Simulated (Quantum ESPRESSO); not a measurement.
## WS2: equation of state with PBE

WS2, a slab with vacuum:

```xyz
3
Lattice="3.1835 0.0000 0.0000 -1.5918 2.7570 0.0000 0.0000 0.0000 16.9506" Properties=species:S:1:pos:R:3 pbc="T T T"
W     0.0000    0.0000    0.0000
S     0.0000    1.8380    1.5595
S     0.0000    1.8380   15.3911
```

| Item | Value |
| --- | --- |
| Program | Quantum ESPRESSO 7.5 |
| Task | equation of state |
| Functional | PBE |
| Potentials or basis | SSSP 1.3 efficiency PBE |
| Cutoff | 748 eV |
| Density cutoff | 5987 eV |
| k mesh | 10 × 10 × 2 |
| Occupations | fermi-dirac, width 0.05 eV |
| Spin | no spin polarisation |
| Mixing beta | 0.5 |
| Most SCF iterations | 120 |
| SCF threshold | 6e-10 Ry |

```json
{
 "Equilibrium volume": "50.16 Å³/atom",
 "Bulk modulus at fixed shape and positions": "57 GPa",
 "Pressure derivative of the bulk modulus": "4.4"
}
```

Energy against volume, from the lowest point:
```csv
volume (Å³/atom),energy (meV/atom)
46.616,49.81
47.608,24.58
48.600,8.47
49.592,0.55
50.583,0.00
51.575,6.07
52.567,18.08
```

All runs of the series together: 18 min on 1 thread of Intel(R) Xeon(R) Processor @ 2.70GHz, with other jobs on the host.

Caveat: the cell was scaled at fixed shape and fractional positions, which overstates the stiffness of a crystal with free parameters, most of all of layers and chains. The run has no spin-orbit coupling, so splittings on W are missing.
